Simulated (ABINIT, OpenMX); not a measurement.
# ScAl3: programs and potentials compared

```
CELL_PARAMETERS angstrom
4.08781 0.00000 0.00000
0.00000 4.08781 0.00000
0.00000 0.00000 4.08781
ATOMIC_POSITIONS crystal
Sc 0.00000 0.00000 0.00000
Al 0.50000 0.50000 0.00000
Al 0.00000 0.50000 0.50000
Al 0.50000 0.00000 0.50000
```

The cell is a database's computed one, not the measured one.

Alike in all runs: task band structure; functional LDA; k mesh 7 × 7 × 7; occupations fermi-dirac, width 0.05 eV; no spin polarisation; no spin-orbit coupling. LDA stands for any of its common fits. Pressure is positive in compression and, in plane waves, holds the error of the finite cutoff.

```tsv
program and potentials	plane-wave cutoff (eV)	notes	pressure (GPa)
OpenMX, OpenMX 2013 LDA set, Sc7.0-s3p2d2, Al7.0-s2p2d1, grid cutoff 400 Ry	-	atomic basis	-4.24
ABINIT, JTH PAW LDA v2.0	544	-	-3.77
ABINIT, PseudoDojo NC SR LDA v0.4 stringent	1061	-	-3.98
```

The pressure spans -4.24 (OpenMX, OpenMX 2013 LDA set, Sc7.0-s3p2d2, Al7.0-s2p2d1, grid cutoff 400 Ry) to -3.77 GPa (ABINIT, JTH PAW LDA v2.0). Rows in atomic bases carry the error of their basis and grid, which can be large.

The functional is the same throughout but for its coding, so the spread measures potentials, basis and numerics; runs on potential files found faulty are left out.
